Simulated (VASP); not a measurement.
# AlP (F-43m) in VASP: further runs, part 2 of 2

VASP 6.6.1. Earlier steps stand in the parts before.

### Step 4. Single point, PBE

Contents of INCAR:

```
SYSTEM = AlP
PREC = Accurate
ENCUT = 500
EDIFF = 1E-6
ISMEAR = 0
SIGMA = 0.02
LREAL = .False.
LASPH = .True.
NELM = 120
ALGO = Normal
ISIF = 2
LWAVE = .False.
LCHARG = .False.
GGA = PE
NBANDS = 11
GGA_COMPAT = .False.
```

Contents of KPOINTS:

```
Automatic mesh
0
Gamma
  8 8 8
  0 0 0
```

Contents of POSCAR:

```
AlP
1.0
    0.0000000000      2.7534005806      2.7534005806
    2.7534005806      0.0000000000      2.7534005806
    2.7534005806      2.7534005806      0.0000000000
Al P
1 1
Direct
    0.0000000000      0.0000000000      0.0000000000
    0.7500000000      0.7500000000      0.7500000000
```

Potentials or basis: VASP PAW PBE potentials, release 64 (Al, P).

Run with:

```sh
> cat potpaw_PBE.64/Al/POTCAR potpaw_PBE.64/P/POTCAR > POTCAR
> mpirun -np 1 vasp_std > vasp.out
```

OUTCAR:

```text
SYSTEM = AlP
   PREC = Accurate
   ENCUT = 500
   EDIFF = 1E-6
   ISMEAR = 0
   LREAL = .False.
   LASPH = .True.
   NELM = 120
   ISIF = 2
   GGA = PE

 ion  position               nearest neighbor table
   1  0.000  0.000  0.000-   2 2.38   2 2.38   2 2.38   2 2.38
   2  0.750  0.750  0.750-   1 2.38   1 2.38   1 2.38   1 2.38

  LATTYP: Found a face centered cubic cell.
 ALAT       =     5.5068011612

  Lattice vectors:

 A1 = (   0.0000000000,   2.7534005806,   2.7534005806)
 A2 = (   2.7534005806,   0.0000000000,   2.7534005806)
 A3 = (   2.7534005806,   2.7534005806,   0.0000000000)

Analysis of symmetry for initial positions (statically):
=====================================================================
 Subroutine PRICEL returns:
 Original cell was already a primitive cell.

 Routine SETGRP: Setting up the symmetry group for a
 face centered cubic supercell.

 Subroutine GETGRP returns: Found 24 space group operations
 (whereof 24 operations were pure point group operations)
 out of a pool of 48 trial point group operations.

The static configuration has the point symmetry T_d .

Analysis of symmetry for dynamics (positions and initial velocities):
[... 171 lines left out ...]
      4       4.3486      2.00000
      5       7.4362      0.00000
      6       8.8742      0.00000
      7       8.8742      0.00000
      8       8.8742      0.00000
      9      13.1540      0.00000
     10      13.1540      0.00000
     11      14.4623      0.00000
[... 309 lines left out ...]
 k-point    24 :      -0.3750    0.2500    0.1250
  band No.  band energies     occupation
      1      -5.0938      2.00000
      2      -0.7259      2.00000
      3       1.8132      2.00000
      4       2.9051      2.00000
      5       8.2681      0.00000
      6       8.8458      0.00000
      7      11.1549      0.00000
      8      11.9699      0.00000
      9      13.2337      0.00000
     10      15.7046      0.00000
     11      16.9109      0.00000

 [... further k-points ...]

------------------------ aborting loop because EDIFF is reached ----------------------------------------

  FORCE on cell =-STRESS in cart. coord.  units (eV):
  Direction    XX          YY          ZZ          XY          YZ          ZX
  --------------------------------------------------------------------------------------
  -------------------------------------------------------------------------------------
  Total       -0.0124313     -0.0124313     -0.0124313      0.0000000      0.0000000      0.0000000
  in kB       -0.4770785     -0.4770785     -0.4770785      0.0000000      0.0000000      0.0000000
  external PRESSURE =      -0.4770785 kB  Pullay stress =       0.0000000 kB

 VOLUME and BASIS-vectors are now :
 -----------------------------------------------------------------------------
  energy-cutoff  :      500.00
  volume of cell :       41.75
      direct lattice vectors                 reciprocal lattice vectors
     0.000000000  2.753400581  2.753400581    -0.181593628  0.181593628  0.181593628
     2.753400581  0.000000000  2.753400581     0.181593628 -0.181593628  0.181593628
     2.753400581  2.753400581  0.000000000     0.181593628  0.181593628 -0.181593628

 POSITION                                       TOTAL-FORCE (eV/Angst)
 -----------------------------------------------------------------------------------
      0.00000      0.00000      0.00000         0.000000      0.000000      0.000000
      4.13010      4.13010      4.13010        -0.000000     -0.000000     -0.000000
 -----------------------------------------------------------------------------------
    total drift:                                0.000000      0.000000      0.000000

  FREE ENERGIE OF THE ION-ELECTRON SYSTEM (eV)
  ---------------------------------------------------
  free  energy   TOTEN  =       -10.3767745870 eV

  energy  without entropy=      -10.3767745870  energy(sigma->0) =      -10.37677459
```

stdout:

```text
POSCAR found type information on POSCAR AlP
 POSCAR found :  2 types and       2 ions
 scaLAPACK will be used
 LDA part: xc-table for (Slater+PW92), standard interpolation
 POSCAR, INCAR and KPOINTS ok, starting setup
 FFT: planning ... GRIDC
 FFT: planning ... GRID_SOFT
 FFT: planning ... GRID
 WAVECAR not read
 entering main loop
```

It used 8.3 s of CPU time on 1 thread of Intel Xeon 6975P-C, with other jobs on the host.

What came out:

```
Free energy            : -10.3768 eV
Pressure               : 0.0 GPa
Band gap on the k mesh : 1.63 eV, indirect (least direct gap 3.09 eV)
```

### Step 5. Against experiment

Step 2. Measured gap of AlP: 2.505 eV (indirect; 4.2 K; a printed reference work, data compilation). This calculation gives 1.63 eV (-0.88 eV). The value is that of PBE on a finite k mesh, which can miss the band edges, without temperature or zero-point motion. Semilocal functionals fall short of measured gaps as a rule.

Step 4. Against the measured gap of AlP, 2.505 eV (indirect; 4.2 K; a printed reference work, data compilation), the calculated 1.63 eV is off by -0.88 eV. The value is that of PBE on a finite k mesh, which can miss the band edges, without temperature or zero-point motion. Semilocal functionals fall short of measured gaps as a rule.
